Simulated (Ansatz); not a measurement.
Crystal: P.

```
P
1.0
     1.70510    0.91864    3.06694
    -1.78434    1.01473    3.08005
     0.04358   -2.03594    3.10615
P
2
Direct
  0.77292 0.77292 0.77292
  0.22708 0.22708 0.22708
```

The cell isn't the ideal one: cell strained at random at fixed volume.

Below is the output of Ansatz 0.2.0 for this cell. Logs are shortened: lines on timing, memory, paths and dates and some standing lists are left out, and cuts for length are marked.

```text
Warning: RAYON_NUM_THREADS=1 ignored (pool sized by the plan → 1); use --threads N
The last accepted step is kept in <dir> (removed where the run ends without a failure and the disk answers)
hamiltonian.pseudopotentials.datasets: crystal makes datasets for this crystal and solves the spheres of its atoms anew in each pass: cutoff 240.0 eV, the density's 960.0 eV; for an error of 0.50 meV an atom under PBE, 1.0 meV for the cell; an energy difference from a run of another recipe may be off by several times the error for the cell, under r2SCAN by more, where some 0.1 meV an atom stays at smaller errors; P in spheres of 1.101 Å, 5 of its electrons in bands
Engine: ansatz 0.2.0, x86_64-unknown-linux-gnu
Pseudopotentials: kind: all_electron
Pseudopotential: P, paw, valence charge 5, recommended cutoff 240 eV (normal), crystal/all_electron/lda/scalar/gaussian/P, Koelling and Harmon's equation, gaussian nucleus
Functional definition: SPW92
  exchange = slater_x
  correlation = pw_c
Crystal: 2 atoms, lattice volume = 32.287 Å³
Basis set: ecut = 240 eV, 283 PW (Γ)
Bands: 9, of which v1, the nominal top of the filled ones, is band 5 counted from 1 (4 counted from 0)
Symmetry: 2 space group operations
Space group: P-1 (ITA 2), of the structure as read, at distance tolerance 3.2e-5 Å
k-points: 172 of 343
Non-local potential: P, projectors of the file, l = 0: 1, l = 1: 1
PAW form: soft (Blöchl's): semilocal exchange-correlation on the pseudo side does not see the compensation charge
PAW one-centre angular grid: P, 110 points (default); XC on its mesh's 1917 points in the sphere
Initial density: superposition of atomic densities (neutral atoms: chi_scale 0, normalization atom)
Initial wavefunctions: pseudopotential atomic-orbital guess
Functional: x = slater, c = lda
iter 1 solved again at ethr=2.22e-3 eV; its pass at ethr=1.00e-1 eV (dr2=2.22e-1 eV) is discarded
SCF iter   1: F=—  HF=-18558.774001 eV  |F-HF|=—  |Δ(HF+E_count)|=         —  Δρ=3.49e-2  dr2=2.46e-1  ethr=2.22e-3  ⟨swp⟩=3.6  Hψ=10781  notcnv=0
preconditioner: auto → none  [metal: Δε(μ)=0.020 eV  Ē_g=10.841 eV  σ=0.100 eV  W_gap=0.13  n_scr=6 (ndim 8)  ℏωp=20.7 eV  f_vac=0.004  D(μ)=0.40/eV (n_scr^D=0)  sad-step TF]
SCF iter   2: F=—  HF=-18558.737845 eV  |F-HF|=—  |Δ(HF+E_count)|=   3.62e-2  S|Δr|=    0.00e0  Δρ=2.07e-2  dr2=9.02e-2  ethr=2.22e-3  ⟨swp⟩=2.0  Hψ=2510  notcnv=0  defer=1
iter 3 solved again at ethr=5.95e-6 eV; its pass at ethr=9.02e-4 eV (dr2=5.95e-4 eV) is discarded
SCF iter   3: F=—  HF=-18558.716875 eV  |F-HF|=—  |Δ(HF+E_count)|=   2.10e-2  S|Δr|=    0.00e0  Δρ=1.77e-3  dr2=6.54e-4  ethr=5.95e-6  ⟨swp⟩=3.0  Hψ=8841  notcnv=0
SCF iter   4: F=—  HF=-18558.716759 eV  |F-HF|=—  |Δ(HF+E_count)|=   1.16e-4  S|Δr|=    0.00e0  Δρ=4.78e-4  dr2=4.92e-5  ethr=5.95e-6  ⟨swp⟩=2.0  Hψ=2421  notcnv=0
SCF iter   5: F=—  HF=-18558.716759 eV  |F-HF|=—  |Δ(HF+E_count)|=   7.49e-8  S|Δr|=    0.00e0  Δρ=1.11e-4  dr2=6.42e-6  ethr=4.92e-7  ⟨swp⟩=2.2  Hψ=2458  notcnv=0
[... 24 lines left out ...]
SCF converged after 4 iterations
Stability not checked: this state was not tested for a lower state beside it, because cold or Methfessel-Paxton smearing, or corrected tetrahedra, fill the levels in a way that the test cannot read (fill_not_monotonic; see scf.lower_state_search)
Free energy (F): -18558.719415 eV
Harris-Foulkes:  -18558.719415 eV  (|F-HF|=1.58e-8)
Internal energy: -18558.718609 eV  (E = F + TS)
E sigma→0 (E₀):  -18558.719146 eV
Entropy (-TS):   -0.000806 eV (-0.403 meV/atom)
Past the cutoff: the bands carry plane waves up to 1.75 times it, of which those up to 1.5 times it add -0.000186 eV an atom, each by itself; the spheres take 0.000083 eV an atom off the energy for waves past 1.75 times it
By the cutoff:   a pressure is off by up to 0.005 GPa (1.2 times the spheres' own share and the shells' term, over an atom's volume, and 0.004 GPa: a bound that held against runs at twice the plane waves)
Past the cutoffs: a stress includes 0.0003 GPa for waves and charges beyond them, in addition to the slope of what the spheres take
In the spheres:  the bands' charges fall short by 1.1e-7 e at most (sound up to 1e-3)
Fermi energy:    11.219845 eV
Step filling:    the computed levels leave a gap of 0.0073 eV = 0.1 smearing widths at the electron count; against every level under it full and every level over it empty, smearing changes F+E_penalty+E_count by -0.360 meV and its σ→0 estimate by -0.092 meV
--- Per-component energies (eV) ---
  E_band       = 40.231550
  E_kinetic    = 143.719304
  E_local      = -26.173745  (includes V_loc(G=0)·N_el)
  E_nonlocal   = 16.170900
  E_hartree    = 16.535699
  E_xc         = -107.426654
  E_vxc        = -137.694544  (∫ρ·V_xc dr)
  E_paw        = -18529.918007  (= ΣΔE_a)
  E_vpaw       = -317.109585  (= ΣTr[D̂ρ^β])
  E_ewald      = -399.873805
  E_smearing   = -0.000806  (= −TS)
  E_closure    = 328.247699  (closes the sum)
  Σ components = -18558.719415   (vs F -18558.719415, Δ=0.00e0)
  The terms above E_closure are by the made datasets' own strengths, without shells solved beside the bands.
--- Forces (eV/Å), atoms counted from 1 ---
  atom   1  P     -0.01244785     0.00645749     0.01842877
  atom   2  P      0.01244785    -0.00645749    -0.01842877
  max |Σ_I F_I| component: 0.00e0 eV/Å
--- Stress (GPa, compression-positive) ---
       -4.616433       2.900254      -0.831531
        2.900254      -3.325062       2.048805
       -0.831531       2.048805      -4.084234
  P = ⅓ Tr σ = -4.0086 GPa (-40.086 kbar)
--- Relaxed structure (3 steps of the walk, 3 accepted, 0 SCFs on fresh bases) ---
  F+E_penalty+E_count = -18558.71941500 eV   max|allowed force component| = 1.843e-2 eV/Å
  atoms:
    - { symbol: P, position: [0.7684970136038847, 0.7734970095843092, 0.7728449393391594] }
    - { symbol: P, position: [0.23150298639611522, 0.2265029904156906, 0.22715506066084043] }
```

Question: Write the input and the command behind it.

Answer: Relaxation of the atoms with LDA, no spin polarisation. The files as run (others can give the same):

input.yaml
```yaml
crystal:
  lattice:
    - [1.705096, 0.918643, 3.066939]
    - [-1.784344, 1.014725, 3.080049]
    - [0.043585, -2.035944, 3.106149]
  atoms:
    - { symbol: P, position: [0.77291975, 0.77291975, 0.77291975] }
    - { symbol: P, position: [0.22708025, 0.22708025, 0.22708025] }
kpoints:
  mp_grid: { grid: [7, 7, 7] }
scf:
  occupations: { method: cold, width: 0.1 }
hamiltonian:
  xc: lda
  pseudopotentials: { kind: all_electron, datasets: crystal }
output:
  forces: true
  stress: true
relax:
  f_tol: 0.02
  max_steps: 60
```

Potentials or basis: all-electron PAW datasets made for the crystal.
Command:
```sh
$ ansatz run input.yaml --threads 1 --pin off --max-ram 2560MiB --backend cpu --events-out ev --progress --plain --runs-dir out
```
